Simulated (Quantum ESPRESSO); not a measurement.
## CuI (Marshite): zone-centre phonons and dielectric response under several settings

```
CELL_PARAMETERS angstrom
0.00000 3.03150 3.03150
3.03150 0.00000 3.03150
3.03150 3.03150 0.00000
ATOMIC_POSITIONS crystal
I 0.00000 0.00000 0.00000
Cu 0.75000 0.75000 0.75000
```

All runs used Quantum ESPRESSO 7.5; potentials GBRV 1.5 PBE; k mesh 6 × 6 × 6, shifted; no spin polarisation; cutoff 762 eV; occupations smeared at first, fixed for the response.

```tsv
level	geometry	volume (Å³/atom)	pressure (GPa)	lowest optical mode without the field (cm⁻¹)	highest mode with the field (cm⁻¹)	ε∞ (mean)	ε0 (mean)	Born charge of atom 1 (e)	sum of the Born charges (e)
PBE	relaxed at -3 GPa	30.74	-2.9	88	111	6.23	9.9	-1.24	-0.02
PBE	relaxed at 0 GPa	28.02	0.0	124	139	6.38	8.0	-1.11	-0.03
PBE	relaxed at 3 GPa	?	2.9	?	?	?	?	?	?
PBE	relaxed at 8 GPa	24.40	7.9	178	185	6.70	7.3	-0.88	-0.03
```

Task: What stands in the row left open?

Result: Volume 26.32 Å³/atom; lowest optical mode without the field 148 cm⁻¹; highest mode with the field 159 cm⁻¹; ε∞ 6.51; ε0 7.5; Born charge of atom 1 -1.01 e; sum of the Born charges -0.03 e.

Caveats: the cell is more than 3 GPa from zero pressure, which shifts response properties (some runs).
